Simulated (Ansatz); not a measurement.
# CdS, one cell by several methods

```
Cd S
1.0
     4.13480    0.04135    0.04135
    -2.03159    3.56017    0.01513
     0.06749    0.06749    6.74900
Cd S
2 2
Direct
  0.33333 0.66667 0.00000
  0.66667 0.33333 0.50000
  0.33333 0.66667 0.38500
  0.66667 0.33333 0.88500
```

Atom numbers follow the list: Cd1, Cd2, S3, S4.

The conventional cell has a = 4.099 Å, b = 4.135 Å, c = 6.750 Å, α = 91.15°, β = 90.43°, γ = 119.13°. Cd (atom 1) has 4 S at 2.49 to 2.60 Å as nearest neighbours. Cd (atom 2) is surrounded by 4 S at 2.50 to 2.60 Å. S (atom 3) is surrounded by 4 Cd at 2.50 to 2.60 Å. S (atom 4) is surrounded by 4 Cd at 2.49 to 2.60 Å.

The cell comes from COD entry 9008862, which wasn't checked; take it as a given geometry. It differs from other determinations. The listed cell was then made from it by scaling, straining or moving an atom.

Methods: DFT, LDA, PAW with Ansatz's default frozen-core files, scalar-relativistic (Ansatz 0.2.0); DFT, LDA, all-electron PAW with datasets made for the crystal, scalar-relativistic (Ansatz 0.2.0); DFT, LDA, all-electron LAPW, scalar-relativistic (Ansatz 0.2.0).

For PAW: a Γ-centred 8×8×4 k mesh, Fermi–Dirac smearing of 0.02 eV, cutoff 420 eV, no spin polarisation; the PAW files were made with PBE, and the program remakes their frozen cores for this functional. The crystal-made all-electron datasets (AE datasets) take a cutoff of 260 eV at this cell. LAPW targets a basis error of 1 meV/atom. The Ansatz runs share mesh, smearing and spin set-up. Plane-wave (PAW) pressures include the program's estimate of the Pulay term.

Stress and pressure are positive in compression.

The change that made this cell: equal xy, yz and zx engineering shear strains of +2 %.

| quantity | PAW | AE datasets | LAPW |
| --- | --- | --- | --- |
| pressure (GPa) | -2.68 | -2.66 | -2.66 |
| stress xx (GPa) | -2.06 | -2.04 | -2.04 |
| stress zz (GPa) | -3.90 | -3.88 | -3.88 |
| stress yz (GPa) | -0.48 | -0.48 | -0.48 |
| stress xz (GPa) | -0.49 | -0.48 | -0.48 |
| stress xy (GPa) | -0.82 | -0.82 | -0.82 |
| force on Cd1, z (eV/Å) | 0.243 | 0.243 | 0.243 |
| force on Cd2, z (eV/Å) | 0.237 | 0.238 | 0.238 |
| force on S3, z (eV/Å) | -0.235 | -0.236 | -0.236 |
| force on S4, z (eV/Å) | -0.245 | -0.245 | -0.245 |
| band gap (eV) | 0.912 | 0.911 | 0.911 |

PAW's pressure differs from the LAPW value by -0.02 GPa.
